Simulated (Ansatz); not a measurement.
# Kick test of a cell of C

The cell was found from a structure generator's guess, not taken from experiment.

These are results of Ansatz 0.2.0, DFT PBE, scalar-relativistic, plane waves, PAW, not measurements. Plane waves to 420 eV, a k mesh through Γ of 8×8×8 on the computed 5-atom cell and Gaussian smearing (0.02 eV); no spin polarisation.

The cell below (5 atoms, space group P-4m2 (No. 115)) is relaxed within its symmetry.

```
C
1.0
     3.42210    0.00000    0.00000
     0.00000    3.42210    0.00000
     0.00000    0.00000    3.23171
C
5
Direct
  0.00000 0.28151 0.62719
  0.28151 0.00000 0.37281
  0.71849 0.00000 0.37281
  0.00000 0.71849 0.62719
  0.00000 0.00000 0.00000
```

For the test a repeat of it with 10 atoms (edges 3.23, 3.42, 6.84 Å) was strained at random (σ = 1.5 % a component), the atoms were moved at random (σ = 0.10 Å), and all was relaxed again on a coarse 4×4×2 mesh (in the run’s order of axes) with 0.10 eV smearing, with no symmetry imposed.

Q: Is the structure stable against such a distortion?

A: It returns, within 1 meV/atom of the unmoved cell on that mesh and with the same symmetry when read at 0.1 Å. No instability shows in this cell; modes of other wave vectors, which need another repeat, aren't tested. Another cell of C relaxed alike, in Fmmm, lies 0.83 eV/atom lower, so this cell isn't the stable form at this level.
